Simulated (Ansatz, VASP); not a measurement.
# One calculation of Rb, two programs

INCAR

```
SYSTEM = Rb
  PREC = Accurate
  ENCUT = 520
  EDIFF = 1E-7
  ISMEAR = -1
  SIGMA = 0.08
  LREAL = .FALSE.
  LASPH = .TRUE.
  NELM = 100
  ALGO = Normal
  ISIF = 2
  LWAVE = .FALSE.
  LCHARG = .FALSE.
  GGA = CA
  NBANDS = 16
```

The input KPOINTS:

```
Automatic mesh
0
G
  7 7 7
  0 0 0
```

POSCAR

```
Rb
1.0
    0.0000000000      3.6183095309      3.6183095309
    3.6183095309      0.0000000000      3.6183095309
    3.6183095309      3.6183095309      0.0000000000
Rb
2
Direct
   -0.1250000000     -0.1250000000     -0.1250000000
    0.1250000000      0.1250000000      0.1250000000
```

Input for Ansatz:

```yaml
crystal:
  lattice:
    - [0.0, 3.6183095309, 3.6183095309]
    - [3.6183095309, 0.0, 3.6183095309]
    - [3.6183095309, 3.6183095309, 0.0]
  atoms:
    - { symbol: Rb, position: [-0.125, -0.125, -0.125] }
    - { symbol: Rb, position: [0.125, 0.125, 0.125] }
kpoints:
  mp_grid: { grid: [7, 7, 7] }
  band_path:
    path:
      - [0.0, 0.0, 0.0]
      - [0.5, 0.0, 0.5]
      - [0.625, 0.25, 0.625]
      - [0.375, 0.375, 0.75]
      - [0.0, 0.0, 0.0]
      - [0.5, 0.5, 0.5]
      - [0.5, 0.25, 0.75]
      - [0.5, 0.0, 0.5]
    npoints: 8
scf:
  occupations: { method: fermi_dirac, width: 0.08 }
hamiltonian:
  xc: lda
  pseudopotentials: { kind: all_electron, lapw: { basis_error: 0.001 } }
output:
  forces: true
  stress: true
  eigenvalues: true
  populations: true
  dos: { projected: true, de: 0.2, e_range: [-14, 8] }
```

Change from the starting cell: volume scaled by 0.4, LAPW.

Alike in both runs: task single point; functional LDA; k mesh 7 × 7 × 7; occupations fermi-dirac, width 0.08 eV; no spin polarisation.

|  | VASP | Ansatz |
| --- | --- | --- |
| version | VASP 6.6.1 | Ansatz 0.2.0 |
| potentials or method | VASP PAW LDA potentials, release 64 (Rb_sv) | all-electron LAPW, scalar-relativistic |
| plane-wave cutoff (eV) | 520 | see its input |

```tsv
	VASP	Ansatz	Ansatz less VASP
pressure (GPa)	4.4	4.3	-0.03
```

Ansatz ran all-electron here, so the differences hold the error of VASP's frozen core and of both bases.

Caveats: an odd mesh through Γ misses points on the zone boundary, where band edges often lie.
